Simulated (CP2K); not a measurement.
Runs of CP2K 2026.2 on BeTe. The structure is cubic, space group F-43m (No. 216). Conventional cell: a = 5.540 Å, b = 5.540 Å, c = 5.540 Å, α = 90.00°, β = 90.00°, γ = 90.00°. Te (site symmetry -43m) is surrounded by 4 Be at 2.40 Å. Be (site symmetry -43m) has 4 Te at 2.40 Å as nearest neighbours. 

```tsv
level	potentials or basis	smearing	EPS_DEFAULT	NGRIDS	points a segment of the path (NPOINTS)	bands added on the path	CUTOFF of the grids	gap on the mesh (eV)	pressure (GPa)
TB-mBJ	POTENTIAL_UZH Te GTH-PBE-q6, Be GTH-PBE-q4; TZVP-MOLOPT-PBE-GTH basis	fermi-dirac 0.05 eV	1.0E-9	4	6	6	1250 Ry	2.76	-
r2SCAN	POTENTIAL_UZH Te GTH-SCAN-q6, Be GTH-SCAN-q4; TZVP-MOLOPT-SCAN-GTH basis	fermi-dirac 0.05 eV	1.0E-9	5	10	6	1250 Ry	2.92	(b)
LDA	GTH_POTENTIALS Te GTH-PADE-q6, Be GTH-PADE-q4; TZVP-MOLOPT-PBE-GTH basis	fermi-dirac 0.0259 eV	1.0E-9	4	6	6	850 Ry	2.54	1.6
PBEsol	POTENTIAL_UZH Te GTH-PBE-q6, Be GTH-PBE-q4; TZVP-MOLOPT-PBE-GTH basis	fermi-dirac 0.0259 eV	1.0E-10	4	8	2	850 Ry	2.42	(a)
```

Alike in all rows: task band structure; no spin polarisation; cell as given; k mesh 8 × 8 × 8.

Question: Estimate the missing entries.

Answer: (a) 4.4; (b) 4.9.

Caveats: spin-orbit coupling is left out, which moves the levels of the heavy elements; the basis of atomic orbitals isn't converged, which shifts pressures, moduli and gaps; the potentials were made for another functional, which shifts forces and pressure (some runs); this is a model potential without an energy functional, so only levels have meaning (some runs).

A k mesh can miss the band edges, and the runs leave out spin-orbit coupling on Te.
